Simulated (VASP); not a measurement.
# Y (P6_3/mmc) in VASP: notebook

One crystal, Y, is run at these levels: SCAN, TPSS, TB-mBJ; tasks: band structure.

All numbers are computed with VASP 6.6.1; they aren't measurements. Logs are shortened: lines on timing, memory, paths and dates and some standing lists are left out, and cuts for length are marked.

**1. Starting point**

It takes space group P6_3/mmc (No. 194, hexagonal). Conventional cell: a = 3.647 Å, b = 3.647 Å, c = 5.731 Å, α = 90.00°, β = 90.00°, γ = 120.00°. Y (site symmetry -6m2) has 12 Y at 3.56 to 3.65 Å as nearest neighbours.

**2. Band structure, SCAN**

INCAR reads:

```
SYSTEM = Y
PREC = Accurate
ENCUT = 520
EDIFF = 1E-6
ISMEAR = -1
SIGMA = 0.05
LREAL = .FALSE.
LASPH = .TRUE.
NELM = 80
ALGO = Normal
ISIF = 2
LWAVE = .FALSE.
LCHARG = .FALSE.
LMAXMIX = 4
METAGGA = SCAN
LMIXTAU = .TRUE.
NBANDS = 18
```

KPOINTS reads:

```
Automatic mesh
0
G
  8 8 5
  0 0 0
```

POSCAR reads:

```
Y
1.0
    3.6474000000      0.0000000000      0.0000000000
   -1.8237000000      3.1587410578      0.0000000000
    0.0000000000      0.0000000000      5.7306000000
Y
2
Direct
    0.6666666667      0.3333333333      0.7500000000
    0.3333333333      0.6666666667      0.2500000000
```

KPOINTS_OPT reads:

```
path GMKGALHA,LM,KH
15
line-mode
reciprocal
 0.0000000000  0.0000000000  0.0000000000  G
 0.5000000000  0.0000000000  0.0000000000  M

 0.5000000000  0.0000000000  0.0000000000  M
 0.3333333333  0.3333333333  0.0000000000  K

 0.3333333333  0.3333333333  0.0000000000  K
 0.0000000000  0.0000000000  0.0000000000  G

 0.0000000000  0.0000000000  0.0000000000  G
 0.0000000000  0.0000000000  0.5000000000  A

 0.0000000000  0.0000000000  0.5000000000  A
 0.5000000000  0.0000000000  0.5000000000  L

 0.5000000000  0.0000000000  0.5000000000  L
 0.3333333333  0.3333333333  0.5000000000  H

 0.3333333333  0.3333333333  0.5000000000  H
 0.0000000000  0.0000000000  0.5000000000  A

 0.5000000000  0.0000000000  0.5000000000  L
 0.5000000000  0.0000000000  0.0000000000  M

 0.3333333333  0.3333333333  0.0000000000  K
 0.3333333333  0.3333333333  0.5000000000  H
```

Potentials or basis: VASP PAW PBE potentials, release 64 (Y_sv).

Command:

```
cat potpaw_PBE.64/Y_sv/POTCAR > POTCAR
mpirun -np 1 vasp_std > vasp.out
```

OUTCAR:

```text
SYSTEM = Y
   PREC = Accurate
   ENCUT = 520
   EDIFF = 1E-6
   ISMEAR = -1
   LREAL = .FALSE.
   LASPH = .TRUE.
   NELM = 80
   ISIF = 2
   METAGGA = SCAN

 ion  position               nearest neighbor table
   1  0.667  0.333  0.750-   2 3.56   2 3.56   2 3.56   2 3.56   2 3.56   2 3.56
   2  0.333  0.667  0.250-   1 3.56   1 3.56   1 3.56   1 3.56   1 3.56   1 3.56

  LATTYP: Found a hexagonal cell.
 ALAT       =     3.6474000000
 C/A-ratio  =     1.5711465702

  Lattice vectors:

 A1 = (   3.6474000000,   0.0000000000,   0.0000000000)
 A2 = (  -1.8237000000,   3.1587410578,   0.0000000000)
 A3 = (   0.0000000000,   0.0000000000,   5.7306000000)

Analysis of symmetry for initial positions (statically):
=====================================================================
 Subroutine PRICEL returns:
 Original cell was already a primitive cell.

 Routine SETGRP: Setting up the symmetry group for a
 hexagonal supercell.

 Subroutine GETGRP returns: Found 24 space group operations
 (whereof 12 operations were pure point group operations)
 out of a pool of 24 trial point group operations.

The static configuration has the point symmetry D_3d.
 The point group associated with its full space group is D_6h.

Analysis of symmetry for dynamics (positions and initial velocities):
=====================================================================
 Subroutine PRICEL returns:
 Original cell was already a primitive cell.

 Routine SETGRP: Setting up the symmetry group for a
 hexagonal supercell.

 Subroutine GETGRP returns: Found 24 space group operations
 (whereof 12 operations were pure point group operations)
 out of a pool of 24 trial point group operations.

The dynamic configuration has the point symmetry D_3d.
 The point group associated with its full space group is D_6h.

 Subroutine INISYM returns: Found 24 space group operations
 (whereof 12 operations are pure point group operations),
 and found     1 'primitive' translations

----------------------------------------------------------------------------------------

                                     Primitive cell

  volume of cell :      66.0233

  direct lattice vectors                    reciprocal lattice vectors
     3.647400000  0.000000000  0.000000000     0.274167900  0.158290911  0.000000000
    -1.823700000  3.158741058  0.000000000     0.000000000  0.316581822  0.000000000
     0.000000000  0.000000000  5.730600000     0.000000000  0.000000000  0.174501797

  length of vectors
     3.647400000  3.647400000  5.730600000     0.316581822  0.316581822  0.174501797

  position of ions in fractional coordinates (direct lattice)
     0.666666667  0.333333333  0.750000000
     0.333333333  0.666666667  0.250000000

  ion indices of the primitive-cell ions
   primitive index   ion index
                 1           1
                 2           2

----------------------------------------------------------------------------------------

 KPOINTS: Automatic mesh

Automatic generation of k-mesh.
 Grid dimensions read from file:
 generate k-points for:    8    8    5

 Generating k-lattice:

  Cartesian coordinates                     Fractional coordinates (reciprocal lattice)
     0.034270988  0.019786364  0.000000000     0.125000000 -0.000000000  0.000000000
     0.000000000  0.039572728  0.000000000     0.000000000  0.125000000  0.000000000
     0.000000000  0.000000000  0.034900359     0.000000000  0.000000000  0.200000000

  Length of vectors
     0.039572728  0.039572728  0.034900359

  Shift w.r.t. Gamma in fractional coordinates (k-lattice)
     0.000000000  0.000000000  0.000000000

 Subroutine IBZKPT returns following result:
 ===========================================

 Found     30 irreducible k-points:

 Following reciprocal coordinates:
            Coordinates               Weight
  0.000000  0.000000  0.000000      1.000000
  0.125000  0.000000  0.000000      6.000000
  0.250000  0.000000  0.000000      6.000000
  0.375000 -0.000000  0.000000      6.000000
  0.500000  0.000000  0.000000      3.000000
  0.125000  0.125000  0.000000      6.000000
[... 16 lines left out ...]
  0.250000  0.000000  0.400000     12.000000
  0.375000 -0.000000  0.400000     12.000000
 [... further k-points ...]
   k-points           NKPTS =     30   k-points in BZ     NKDIM =     30   number of bands    NBANDS=     18
   number of dos      NEDOS =    301   number of ions     NIONS =      2
   total plane-waves  NPLWV =  37632
   dimension x,y,z NGX =    28 NGY =   28 NGZ =   48
   dimension x,y,z NGXF=    56 NGYF=   56 NGZF=   96
   ions per type =               2
   NGX,Y,Z   is equivalent  to a cutoff of  12.76, 12.76, 13.92 a.u.
   NGXF,Y,Z  is equivalent  to a cutoff of  25.52, 25.52, 27.85 a.u.
 SYSTEM =  Y
   PREC   = accura    normal or accurate (medium, high low for compatibility)
   ISTART =      0    job   : 0-new  1-cont  2-samecut
   ICHARG =      2    charge: 1-file 2-atom 10-const
   ISPIN  =      1    spin polarized calculation?
   LNONCOLLINEAR =      F non collinear calculations
   LSORBIT =      F    spin-orbit coupling
   LASPH  =      T    aspherical Exc in radial PAW
   ENCUT  =  520.0 eV  38.22 Ry    6.18 a.u.   6.78  6.78 10.66*2*pi/ulx,y,z
   NELM   =     80;   NELMIN=  2; NELMDL= -5     # of ELM steps
   EDIFF  = 0.1E-05   stopping-criterion for ELM
   LREAL  =      F    real-space projection
   EDIFFG = 0.1E-04   stopping-criterion for IOM
   NSW    =      0    number of steps for IOM
   IBRION =     -1    ionic relax: 0-MD 1-quasi-New 2-CG
   NFREE  =      0    steps in history (QN), initial steepest desc. (CG)
   ISIF   =      2    stress and relaxation
   ISYM   =      2    0-nonsym 1-usesym 2-fastsym
   POTIM  = 0.5000    time-step for ionic-motion
   TEBEG  =    0.0;   TEEND  =   0.0 temperature during run
   PSTRESS=    0.0 pullay stress
   NELECT =      22.0000    total number of electrons
   NUPDOWN=      -1.0000    fix difference up-down
   EMIN   =  10.00;   EMAX   =-10.00  energy-range for DOS
   EFERMI =   0.00;   METHOD = LEGACY
   ISMEAR =    -1;   SIGMA  =   0.05  broadening in eV -4-tet -1-fermi 0-gaus
   EFERMI_NEDOS =   21; number of points for ismear=-14 and -15
   IALGO  =     38    algorithm
   IMIX   =      4    mixing-type and parameters
     AMIX     =   0.40;   BMIX     =  1.00
     AMIX_MAG =   1.60;   BMIX_MAG =  1.00
  volume/ion in A,a.u.               =      33.01       222.77
  Fermi-wavevector in a.u.,A,eV,Ry     =   1.134967  2.144777 17.526345  1.288150
  Thomas-Fermi vector in A             =   2.271671
   LORBIT       =      0    0 simple, 1 ext, 2 COOP (PROOUT), +10 PAW based schemes
   METAGGA = SCAN    functional components
   LHFCALC =     F    Hartree Fock is set to
   AEXX    =    0.0000 exact exchange contribution
   IVDW    =     0    specifies the selected vdW correction
   LEPSILON=     F    determine dielectric tensor
   LRPA    =     F    only Hartree local field effects (RPA)
 non-spin polarized calculation
  energy-cutoff  :      520.00
  volume of cell :       66.02
 maximum number of plane-waves:      1791
 NGX is ok and might be reduce to    28
   NGX = 13   NGY = 13   NGZ = 21

 number of electron      22.0000001 magnetization

 Free energy of the ion-electron system (eV)
  ---------------------------------------------------
  ext. energy  EPLUGINS =         0.00000000
  ---------------------------------------------------
  free energy    TOTEN  =       -55.65136448 eV

  energy without entropy =      -55.61276625  energy(sigma->0) =      -55.63206536

 E-fermi :   2.9924     XC(G=0): -10.0327

 val. band max:        2.9892603964   @ k =   0.2500   0.1250   0.0000
 cond. band min:       3.0182190465   @ k =   0.2500   0.1250   0.4000
 fundamental gap:      0.0289586501
 Fermi energy:         2.9923546773

 k-point     1 :       0.0000    0.0000    0.0000
  band No.  band energies     occupation
      1     -41.3103      2.00000
      2     -41.2340      2.00000
      3     -20.8673      2.00000
      4     -20.3766      2.00000
      5     -20.3766      2.00000
      6     -20.2865      2.00000
[... 10 lines left out ...]
     17       6.0593      0.00000
     18       6.0594      0.00000

 k-point     2 :       0.1250    0.0000    0.0000
  band No.  band energies     occupation
      1     -41.3023      2.00000
      2     -41.2312      2.00000
      3     -20.8391      2.00000
      4     -20.4329      2.00000
      5     -20.3955      2.00000
      6     -20.3453      2.00000
[... 10 lines left out ...]
     17       5.7565      0.00000
     18       5.9000      0.00000

 k-point     3 :       0.2500    0.0000    0.0000
  band No.  band energies     occupation
      1     -41.2821      2.00000
      2     -41.2253      2.00000
      3     -20.7634      2.00000
      4     -20.5700      2.00000
      5     -20.4808      2.00000
      6     -20.4386      2.00000
[... 10 lines left out ...]
     17       6.4422      0.00000
     18       6.7384      0.00000

 k-point     4 :       0.3750   -0.0000    0.0000
  band No.  band energies     occupation
      1     -41.2593      2.00000
      2     -41.2221      2.00000
      3     -20.7077      2.00000
      4     -20.6664      2.00000
      5     -20.6084      2.00000
      6     -20.4794      2.00000
[... 375 lines left out ...]
      4     -20.5083      2.00000
      5     -20.3851      2.00000
      6     -20.3606      2.00000
[... 10 lines left out ...]
     17       7.1715      0.00000
     18       7.2363      0.00000

 k-point    23 :       0.2500    0.0000    0.4000
  band No.  band energies     occupation
      1     -41.2626      2.00000
      2     -41.2450      2.00000
      3     -20.6990      2.00000
      4     -20.6157      2.00000
      5     -20.4465      2.00000
      6     -20.3958      2.00000
[... 10 lines left out ...]
     17       7.2419      0.00000
     18       7.3245      0.00000

 k-point    24 :       0.3750   -0.0000    0.4000
  band No.  band energies     occupation
      1     -41.2464      2.00000
      2     -41.2349      2.00000
      3     -20.7800      2.00000
      4     -20.7354      2.00000
      5     -20.4534      2.00000
      6     -20.4302      2.00000
[... 10 lines left out ...]
     17       7.7817      0.00000
     18       7.9629      0.00000

 [... further k-points ...]

------------------------ aborting loop because EDIFF is reached ----------------------------------------

  FORCE on cell =-STRESS in cart. coord.  units (eV):
  Direction    XX          YY          ZZ          XY          YZ          ZX
  --------------------------------------------------------------------------------------
  -------------------------------------------------------------------------------------
  Total        0.2408614      0.2408614     -0.0416996      0.0000000      0.0000000     -0.0000000
  in kB        5.8449421      5.8449421     -1.0119162      0.0000000      0.0000000     -0.0000000
  external PRESSURE =       3.5593227 kB  Pullay stress =       0.0000000 kB

 VOLUME and BASIS-vectors are now :
 -----------------------------------------------------------------------------
  energy-cutoff  :      520.00
  volume of cell :       66.02
      direct lattice vectors                 reciprocal lattice vectors
     3.647400000  0.000000000  0.000000000     0.274167900  0.158290911  0.000000000
    -1.823700000  3.158741058  0.000000000     0.000000000  0.316581822  0.000000000
     0.000000000  0.000000000  5.730600000     0.000000000  0.000000000  0.174501797

 POSITION                                       TOTAL-FORCE (eV/Angst)
 -----------------------------------------------------------------------------------
      1.82370      1.05291      4.29795         0.000000     -0.000000      0.000000
     -0.00000      2.10583      1.43265        -0.000000      0.000000      0.000000
 -----------------------------------------------------------------------------------
    total drift:                               -0.000000      0.000000     -0.000000

  FREE ENERGIE OF THE ION-ELECTRON SYSTEM (eV)
  ---------------------------------------------------
  free  energy   TOTEN  =       -55.6513644821 eV

  energy  without entropy=      -55.6127662464  energy(sigma->0) =      -55.63206536
```

Wall time 5.3 min (1 thread of AMD EPYC 9R45 (Zen 5), shared host); peak memory 0.19 GiB.

Results:

```yaml
Free_energy: -55.6514 eV
Pressure: 0.4 GPa
Band_gap_along_the_path: none (metal or under the smearing width)
```

Levels at the corners of the path, in eV from the Fermi level:
```csv
point,band 8,band 9,band 10,band 11,band 12,band 13
Γ,-23.25,-4.89,-1.89,0.74,1.97,1.97
M,-23.34,-1.71,-1.20,-0.81,-0.21,1.49
M,-23.34,-1.71,-1.20,-0.81,-0.21,1.49
K,-23.49,-0.70,-0.70,-0.67,-0.54,1.18
K,-23.49,-0.70,-0.70,-0.67,-0.54,1.18
Γ,-23.25,-4.89,-1.89,0.74,1.97,1.97
Γ,-23.25,-4.89,-1.89,0.74,1.97,1.97
A,-23.32,-3.41,-3.41,1.03,1.03,1.89
A,-23.32,-3.41,-3.41,1.03,1.03,1.89
L,-23.40,-1.67,-1.67,0.09,0.09,1.37
L,-23.40,-1.67,-1.67,0.09,0.09,1.37
H,-23.35,-0.42,-0.42,-0.29,-0.29,0.38
H,-23.35,-0.42,-0.42,-0.29,-0.29,0.38
A,-23.32,-3.41,-3.41,1.03,1.03,1.89
L,-23.40,-1.67,-1.67,0.09,0.09,1.37
M,-23.34,-1.71,-1.20,-0.81,-0.21,1.49
K,-23.49,-0.70,-0.70,-0.67,-0.54,1.18
H,-23.35,-0.42,-0.42,-0.29,-0.29,0.38
```

Caveat: the PAW data sets were made with another functional, which shifts forces and pressure a little.

**3. Band structure, TPSS**

Changes to INCAR since step 2:

```diff
@@ -14,3 +14,3 @@
 LMAXMIX = 4
-METAGGA = SCAN
+METAGGA = TPSS
 LMIXTAU = .TRUE.
```

KPOINTS is that of step 2.

POSCAR is that of step 2.

KPOINTS_OPT is that of step 2.

Potentials or basis: VASP PAW PBE potentials, release 64 (Y_sv).

Command:

```
cat potpaw_PBE.64/Y_sv/POTCAR > POTCAR
mpirun -np 1 vasp_std > vasp.out
```

Run time: 5 min. Hardware: 1 thread of AMD EPYC 9R45 (Zen 5), shared host; peak memory 0.19 GiB.

It converged, with:

```yaml
Free_energy: -30.2391 eV
Pressure: -0.8 GPa
Band_gap_along_the_path: none (metal or under the smearing width)
```

Stress tensor (GPa, compression positive):
```
-0.62  0.00  0.00
 0.00 -0.62  0.00
 0.00  0.00 -1.04
```

Levels at the corners of the path, in eV from the Fermi level:
| point | band 7 | band 8 | band 9 | band 10 | band 11 | band 12 | band 13 | band 14 |
| --- | --- | --- | --- | --- | --- | --- | --- | --- |
| Γ | -22.68 | -22.65 | -4.64 | -1.82 | 0.82 | 1.81 | 1.81 | 2.09 |
| M | -22.80 | -22.74 | -1.63 | -1.17 | -0.80 | -0.12 | 1.41 | 1.53 |
| M | -22.80 | -22.74 | -1.63 | -1.17 | -0.80 | -0.12 | 1.41 | 1.53 |
| K | -22.89 | -22.88 | -0.68 | -0.64 | -0.64 | -0.47 | 1.10 | 1.10 |
| K | -22.89 | -22.88 | -0.68 | -0.64 | -0.64 | -0.47 | 1.10 | 1.10 |
| Γ | -22.68 | -22.65 | -4.64 | -1.82 | 0.82 | 1.81 | 1.81 | 2.09 |
| Γ | -22.68 | -22.65 | -4.64 | -1.82 | 0.82 | 1.81 | 1.81 | 2.09 |
| A | -22.73 | -22.73 | -3.22 | -3.22 | 0.97 | 0.97 | 1.73 | 1.73 |
| A | -22.73 | -22.73 | -3.22 | -3.22 | 0.97 | 0.97 | 1.73 | 1.73 |
| L | -22.80 | -22.80 | -1.62 | -1.62 | 0.08 | 0.08 | 1.36 | 1.36 |
| L | -22.80 | -22.80 | -1.62 | -1.62 | 0.08 | 0.08 | 1.36 | 1.36 |
| H | -22.75 | -22.75 | -0.39 | -0.39 | -0.33 | -0.33 | 0.41 | 0.41 |
| H | -22.75 | -22.75 | -0.39 | -0.39 | -0.33 | -0.33 | 0.41 | 0.41 |
| A | -22.73 | -22.73 | -3.22 | -3.22 | 0.97 | 0.97 | 1.73 | 1.73 |
| L | -22.80 | -22.80 | -1.62 | -1.62 | 0.08 | 0.08 | 1.36 | 1.36 |
| M | -22.80 | -22.74 | -1.63 | -1.17 | -0.80 | -0.12 | 1.41 | 1.53 |
| K | -22.89 | -22.88 | -0.68 | -0.64 | -0.64 | -0.47 | 1.10 | 1.10 |
| H | -22.75 | -22.75 | -0.39 | -0.39 | -0.33 | -0.33 | 0.41 | 0.41 |

Caveat: the PAW data sets were made with another functional, which shifts forces and pressure a little.

**4. Band structure, TB-mBJ**

POSCAR is that of step 3.

INCAR.step1 reads:

```
SYSTEM = Y
PREC = Accurate
ENCUT = 520
EDIFF = 1E-5
ISMEAR = -1
SIGMA = 0.05
LREAL = .FALSE.
LASPH = .TRUE.
NELM = 80
ALGO = Normal
ISIF = 2
LWAVE = .TRUE.
LCHARG = .FALSE.
LMAXMIX = 4
NBANDS = 18
GGA = PE
```

INCAR.step2 reads:

```
SYSTEM = Y
PREC = Accurate
ENCUT = 520
EDIFF = 1E-6
ISMEAR = -1
SIGMA = 0.05
LREAL = .FALSE.
LASPH = .TRUE.
NELM = 80
ALGO = Normal
ISIF = 2
LWAVE = .FALSE.
LCHARG = .FALSE.
LMAXMIX = 4
METAGGA = MBJ
NBANDS = 18
ISTART = 1
```

KPOINTS is that of step 3.

KPOINTS_OPT is that of step 3.

Command:

```
cat potpaw_PBE.64/Y_sv/POTCAR > POTCAR
cp INCAR.step1 INCAR
mpirun -np 1 vasp_std > vasp.out
cp INCAR.step2 INCAR
mpirun -np 1 vasp_std > vasp.out
```

It took 98 s on 1 thread of AMD EPYC 9R45 (Zen 5), shared host; peak memory 0.19 GiB.

It converged, with:

* Band gap along the path: none (metal or under the smearing width)

Levels at the corners of the path, in eV from the Fermi level:
```tsv
point	band 7	band 8	band 9	band 10	band 11	band 12	band 13	band 14
Γ	-22.81	-22.78	-4.36	-1.74	1.11	1.58	1.58	1.86
M	-22.92	-22.87	-1.50	-1.17	-0.84	0.06	1.32	1.39
M	-22.92	-22.87	-1.50	-1.17	-0.84	0.06	1.32	1.39
K	-23.01	-23.00	-0.76	-0.56	-0.56	-0.37	1.03	1.03
K	-23.01	-23.00	-0.76	-0.56	-0.56	-0.37	1.03	1.03
Γ	-22.81	-22.78	-4.36	-1.74	1.11	1.58	1.58	1.86
Γ	-22.81	-22.78	-4.36	-1.74	1.11	1.58	1.58	1.86
A	-22.85	-22.85	-2.97	-2.97	0.89	0.89	1.50	1.50
A	-22.85	-22.85	-2.97	-2.97	0.89	0.89	1.50	1.50
L	-22.92	-22.92	-1.56	-1.56	0.05	0.05	1.55	1.55
L	-22.92	-22.92	-1.56	-1.56	0.05	0.05	1.55	1.55
H	-22.88	-22.88	-0.36	-0.36	-0.33	-0.33	0.48	0.48
H	-22.88	-22.88	-0.36	-0.36	-0.33	-0.33	0.48	0.48
A	-22.85	-22.85	-2.97	-2.97	0.89	0.89	1.50	1.50
L	-22.92	-22.92	-1.56	-1.56	0.05	0.05	1.55	1.55
M	-22.92	-22.87	-1.50	-1.17	-0.84	0.06	1.32	1.39
K	-23.01	-23.00	-0.76	-0.56	-0.56	-0.37	1.03	1.03
H	-22.88	-22.88	-0.36	-0.36	-0.33	-0.33	0.48	0.48
```

Caveat: the PAW data sets were made with another functional, which shifts forces and pressure a little.

**5. The reference run**

An earlier run on the cell as given: functional PBE; potentials or basis VASP PAW PBE potentials, release 64 (Y_sv); cutoff 520 eV; k mesh 8 × 8 × 5; occupations fermi-dirac, width 0.05 eV; no spin polarisation.

* Pressure: -0.2 GPa
* Band gap on the k mesh: none (metal or under the smearing width)

**6. The runs side by side**

```csv
task,level,pressure (GPa)
band structure,SCAN,0.4
band structure,TPSS,-0.8
band structure,TB-mBJ,-
single point,PBE,-0.2
```

Alike in all rows: potentials or basis VASP PAW PBE potentials, release 64 (Y_sv); no spin polarisation; cell as given; k mesh 8 × 8 × 5; cutoff (eV) 520; smearing fermi-dirac 0.05 eV.

The pressure there spans -0.8 GPa (TPSS) to 0.4 GPa (SCAN); a positive pressure means that this level wants a larger cell, a negative one a smaller.

Caveats: the PAW data sets were made with another functional, which shifts forces and pressure a little (some runs).

Total energies depend on the potentials used, so only differences within one code and one set of settings carry meaning.
